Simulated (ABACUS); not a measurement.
The system is W.

```xyz
1
Lattice="1.5823 1.5823 1.5823 -1.5823 1.5823 1.5823 -1.5823 -1.5823 1.5823" Properties=species:S:1:pos:R:3 pbc="T T T"
W     0.0000    0.0000    0.0000
```

Base run:

| Property | Result |
| --- | --- |
| Program | ABACUS 3.10.1 |
| Functional | OLYP |
| Potentials or basis | SG15 ONCV 1.2 PBE |
| Cutoff | 1007 eV |
| Density cutoff | 4027 eV |
| Basis | plane waves |
| k mesh | 10 × 10 × 10 |
| Occupations | fermi-dirac, width 0.05 eV |
| Spin | no spin polarisation |

Its results: band gap on the k mesh none (metal or under the smearing width); pressure 9.5 GPa.

Problem. The run is repeated on the same cell with these changes: functional from OLYP to PBE; potentials or basis from SG15 ONCV 1.2 PBE to GBRV ultrasoft 1.5 PBE; cutoff from 1007 eV to 544 eV; density cutoff from 4027 eV to 4354 eV; valence electrons from 28 to 14. What comes out?

Solution. Band gap on the k mesh none (metal or under the smearing width); pressure 2.5 GPa.

Caveats: the potentials were made for another functional, which shifts forces and pressure (some runs).

Not every run made on this cell is shown here.
